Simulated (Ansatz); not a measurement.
Run this with Ansatz 0.2.0 through its Python package and show what comes out.

`la2o3.py`:
```python
'''Point defect (vacancy) in La2O3.'''

import ansatz as az
import numpy as np


def main() -> None:
    xtal = (
        az.Lattice.of([6.26678, 0.0, 0.0], [-3.13339, 5.427191, 0.0], [0.0, 0.0, 3.299766])
        .atom('La', [1 / 3, 2 / 3, 0.5])
        .atom('La', [2 / 3, 1 / 3, 0.5])
        .atom('O', [0.491986, 0.491986, 0.0])
        .atom('O', [0.0, 0.508014, 0.0])
        .atom('O', [0.508014, 0.0, 0.0])
    )
    host = xtal.supercell(2, 1, 2)
    defective = host.vacancy('O', at=[0.491986, 0.491986, 0.0])

    def with_settings(structure):
        return (
            structure.calculation()
            .functional(az.Functional.PBESOL)
            .basis(550)
            .kpoints(3, 3, 2, center='gamma')  # the mesh must be finer for metals
            .occupations('gaussian', width=0.05)  # fractional filling near the Fermi level
            .band_table()
        )


    # the dielectric constant is a typed guess; take it from a response run in earnest
    perfect = with_settings(host).run(threads=1).report
    calculation = (
        with_settings(defective)
        .charge(2)
        .charged_corrections(epsilon=8.0)
        .relax(force_tolerance=0.02, max_steps=40)
    )
    outcome = calculation.run(threads=1)
    data = outcome.report

    n_host, n_defect = len(perfect['lattice']['sites']), len(data['lattice']['sites'])
    print(f'perfect cell: {n_host} atoms, F = {perfect["free_energy_ev"]:.4f} eV')
    print(f'defect cell:  {n_defect} atoms, F = {data["free_energy_ev"]:.4f} eV')
    # chemical potentials are still to be added to this difference
    print(f'difference {data["free_energy_ev"] - perfect["free_energy_ev"]:.4f} eV (no chemical potentials)')
    print(f'point-charge correction {outcome.charged_corrections().monopole_ev:.3f} eV at charge {2:+d}')

    start = np.array([site.position for site in defective.resolved().sites])
    step = np.array([site.position_frac for site in outcome.lattice.sites]) - start
    moved = np.linalg.norm((step - np.round(step)) @ outcome.lattice.cell_ang, axis=1)
    print('relaxation by atom (A):', ' '.join(f'{site.symbol}:{d:.3f}' for site, d in zip(outcome.lattice.sites, moved)))

    pull = np.linalg.norm(data['forces_ev_ang'], axis=1)
    for atom in np.argsort(-pull)[:5]:
        print(f'force on {outcome.lattice.sites[atom].symbol}{atom}: {pull[atom]:.3f} eV/A')


if __name__ == '__main__':
    main()
```

```console
$ python la2o3.py
perfect cell: 20 atoms, F = -56053.8862 eV
defect cell:  19 atoms, F = -55505.0316 eV
difference 548.8545 eV (no chemical potentials)
point-charge correction 1.193 eV at charge +2
relaxation by atom (A): La:0.141 La:0.146 O:0.232 O:0.045 La:0.141 La:0.146 O:0.052 O:0.096 O:0.047 La:0.058 La:0.054 O:0.052 O:0.165 O:0.049 La:0.058 La:0.054 O:0.057 O:0.191 O:0.054
force on O17: 0.011 eV/A
force on O7: 0.008 eV/A
force on La0: 0.008 eV/A
force on La4: 0.008 eV/A
force on La1: 0.007 eV/A
```

Notes:
- Absolute energies stand on the zero of these potentials, so only differences at equal settings mean something. A total without «per atom» is that of the cell as typed.
- The difference holds no chemical potentials.
- In a crystal with a gap the Fermi level's place inside it depends on smearing and mesh.
- The structure comes from a database of computed cells and needn't be a stable or known phase.
- The supercell is small, so the defect meets its images and the energies aren't those of an isolated defect; a partly filled defect level may also lower its energy by spin or distortion. For a charged cell the difference holds no correction, alignment or term for the electrons' reservoir.
- Wall time of the script: 13 min on 1 thread of Arm Neoverse V1, on a shared host, peak memory 1.2 GiB.
